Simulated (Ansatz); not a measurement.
**An O vacancy in rutile PbO2, 71 atoms, charge +2**

Aim: the barrier for an atom's jump, from a relaxed start and a climbing-image band; single points by other levels frame it (PBEsol and HSE06).

All numbers are computed with Ansatz 0.2.0 (PAW, plane waves).

## Step 1: Starting point

71 atoms (24 Pb, 47 O); a = 9.994 Å, b = 9.994 Å, c = 10.229 Å, α = 90.00°, β = 90.00°, γ = 90.00°. All atoms were shaken off their sites by about 0.02 Å along each axis. Defect site 1: (0.596, 0.404, 0.500).

The runs, in order: (2) PBEsol relaxation at the single k point (¼, ¼, ¼), on 1 × NVIDIA GB200 with 8 threads of Arm Neoverse-V2; (3) HSE06 single point at the single k point (¼, ¼, ¼), on 1 × NVIDIA GB200 with 8 threads of Arm Neoverse-V2; (4) PBEsol band at the single k point (¼, ¼, ¼), on 1 × NVIDIA GB200 with 8 threads of Arm Neoverse-V2; (5) HSE06 single point at the single k point (¼, ¼, ¼), on 1 × NVIDIA GB200 with 8 threads of Arm Neoverse-V2.

## Step 2: Relaxation of the positions (PBEsol)

in.yaml reads:

```yaml
crystal:
  lattice:
    - [9.994454, 0.000000, 0.000000]
    - [0.000000, 9.994454, 0.000000]
    - [0.000000, 0.000000, 10.229409]
  atoms:
    - { symbol: Pb, position: [0.002426, 0.998570, 0.001604] }
    - { symbol: Pb, position: [0.006436, 0.003738, 0.332756] }
    - { symbol: Pb, position: [0.003359, 0.000245, 0.667218] }
    - { symbol: Pb, position: [0.998759, 0.498914, 0.002381] }
    - { symbol: Pb, position: [0.999177, 0.497001, 0.335174] }
    - { symbol: Pb, position: [0.998807, 0.498034, 0.667678] }
    - { symbol: Pb, position: [0.498516, 0.000145, 0.000885] }
    - { symbol: Pb, position: [0.503313, 0.998903, 0.331746] }
    - { symbol: Pb, position: [0.499767, 0.999654, 0.663649] }
    - { symbol: Pb, position: [0.500543, 0.500425, 0.999124] }
    - { symbol: Pb, position: [0.501074, 0.498971, 0.335985] }
    - { symbol: Pb, position: [0.498078, 0.497971, 0.665043] }
    - { symbol: Pb, position: [0.249477, 0.252938, 0.165170] }
    - { symbol: Pb, position: [0.251338, 0.248891, 0.498424] }
    - { symbol: Pb, position: [0.253424, 0.250056, 0.833924] }
    - { symbol: Pb, position: [0.251118, 0.745694, 0.169134] }
    - { symbol: Pb, position: [0.246628, 0.745700, 0.496912] }
    - { symbol: Pb, position: [0.250267, 0.746162, 0.833008] }
    - { symbol: Pb, position: [0.749477, 0.249778, 0.164942] }
    - { symbol: Pb, position: [0.750658, 0.246962, 0.500366] }
    - { symbol: Pb, position: [0.751699, 0.246706, 0.833141] }
    - { symbol: Pb, position: [0.751397, 0.748884, 0.166832] }
    - { symbol: Pb, position: [0.752140, 0.746301, 0.498439] }
    - { symbol: Pb, position: [0.748607, 0.752989, 0.835422] }
    - { symbol: O, position: [0.155675, 0.151209, 0.997721] }
    - { symbol: O, position: [0.155866, 0.153350, 0.335938] }
    - { symbol: O, position: [0.152883, 0.156997, 0.663232] }
    - { symbol: O, position: [0.155895, 0.654340, 0.997928] }
    - { symbol: O, position: [0.152479, 0.654142, 0.332895] }
    - { symbol: O, position: [0.151567, 0.656008, 0.668055] }
    - { symbol: O, position: [0.653442, 0.154535, 0.000375] }
    - { symbol: O, position: [0.655783, 0.153742, 0.332511] }
    - { symbol: O, position: [0.650288, 0.151658, 0.668906] }
    - { symbol: O, position: [0.653651, 0.654026, 0.000007] }
    - { symbol: O, position: [0.650111, 0.657693, 0.335423] }
    - { symbol: O, position: [0.650534, 0.654503, 0.667280] }
    - { symbol: O, position: [0.345829, 0.350109, 0.997559] }
    - { symbol: O, position: [0.348643, 0.346650, 0.335083] }
    - { symbol: O, position: [0.342700, 0.344162, 0.666580] }
    - { symbol: O, position: [0.348055, 0.848654, 0.001480] }
    - { symbol: O, position: [0.345101, 0.844104, 0.331683] }
    - { symbol: O, position: [0.347982, 0.850118, 0.670744] }
    - { symbol: O, position: [0.844392, 0.344208, 0.999920] }
    - { symbol: O, position: [0.844955, 0.345375, 0.333300] }
    - { symbol: O, position: [0.849668, 0.344773, 0.667618] }
    - { symbol: O, position: [0.846130, 0.846728, 0.000128] }
    - { symbol: O, position: [0.846041, 0.847098, 0.335159] }
    - { symbol: O, position: [0.843696, 0.845525, 0.667290] }
    - { symbol: O, position: [0.096558, 0.402762, 0.168081] }
    - { symbol: O, position: [0.092124, 0.407214, 0.500510] }
    - { symbol: O, position: [0.096225, 0.406187, 0.831094] }
    - { symbol: O, position: [0.098403, 0.904532, 0.167187] }
    - { symbol: O, position: [0.095552, 0.905582, 0.502467] }
    - { symbol: O, position: [0.097357, 0.904357, 0.831855] }
    - { symbol: O, position: [0.595333, 0.402276, 0.168528] }
    - { symbol: O, position: [0.596149, 0.401092, 0.831677] }
    - { symbol: O, position: [0.596676, 0.902891, 0.167693] }
    - { symbol: O, position: [0.593772, 0.904638, 0.501115] }
    - { symbol: O, position: [0.592857, 0.905359, 0.830619] }
    - { symbol: O, position: [0.403453, 0.098276, 0.170216] }
    - { symbol: O, position: [0.402138, 0.098717, 0.502663] }
    - { symbol: O, position: [0.405422, 0.093229, 0.835971] }
    - { symbol: O, position: [0.402439, 0.597069, 0.167781] }
    - { symbol: O, position: [0.403053, 0.598630, 0.500041] }
    - { symbol: O, position: [0.403595, 0.596867, 0.831835] }
    - { symbol: O, position: [0.904835, 0.093521, 0.166460] }
    - { symbol: O, position: [0.907095, 0.093415, 0.501008] }
    - { symbol: O, position: [0.902116, 0.095835, 0.833334] }
    - { symbol: O, position: [0.905686, 0.594416, 0.165154] }
    - { symbol: O, position: [0.904842, 0.598071, 0.500685] }
    - { symbol: O, position: [0.904929, 0.595669, 0.833576] }
  symmetry: { detect: false }
kpoints:
  mp_grid: { grid: [1, 1, 1], shift: [0.25, 0.25, 0.25] }
hamiltonian:
  xc: pbesol
total_charge: 2
scf:
  occupations: { method: fermi_dirac, width: 0.01 }
relax:
  f_tol: 0.03
  max_steps: 80
  escape_saddle: false
  adjacent_minimum: "off"
output:
  forces: true
  eigenvalues: true
  populations: true
  charged_corrections: { epsilon: 25 }
```

On the command line:

```sh
$ ansatz run in.yaml --threads 8 --pin off --max-ram 118750MiB --runs-dir r --events-out ev --progress --plain --backend cuda --devices 0, --max-vram 170GiB
```

Further steps of the session: HSE06 single point; Elastic band between the two sites; HSE06 on the same atoms.

Before running it: what results should come out? Wanted: for each run, top filled to lowest empty.

The runs gave:

| level | time | top filled to lowest empty (eV) |
| --- | --- | --- |
| PBEsol, relaxation | 4.2 s (GPU) | 0.39 |
| HSE06 | 20 s (GPU) | 1.39 |
| HSE06, at the band's top | 20 s (GPU) | 1.41 |

| quantity | value |
| --- | --- |
| relaxation | 5 recorded steps, 1.77 eV gained |
| largest shift | 0.25 Å (Pb11) |
| barrier forwards, backwards | 0.80, 0.84 eV |
| jump | O by 2.90 Å |
| band iterations | 11 |
| top less start by HSE06 | 1.06 eV |

**In words.** The relaxation lowers the energy by 1.77 eV; the largest shift is 0.25 Å (Pb11). The PBEsol barrier is 0.80 eV forwards and 0.84 eV back, about 31 times kT at 300 K, without charge corrections. The cell's size and k points aren't converged for it. The top is a first-order saddle. On the same two geometries HSE06 gives 1.06 eV. At the same k points, PBEsol gives a spacing 1.00 eV smaller than the 1.39 eV of HSE06. In a defect cell this spacing can involve defect levels, so it need not be the gap. No spin–orbit coupling is included; with elements this heavy it would shift the edges.
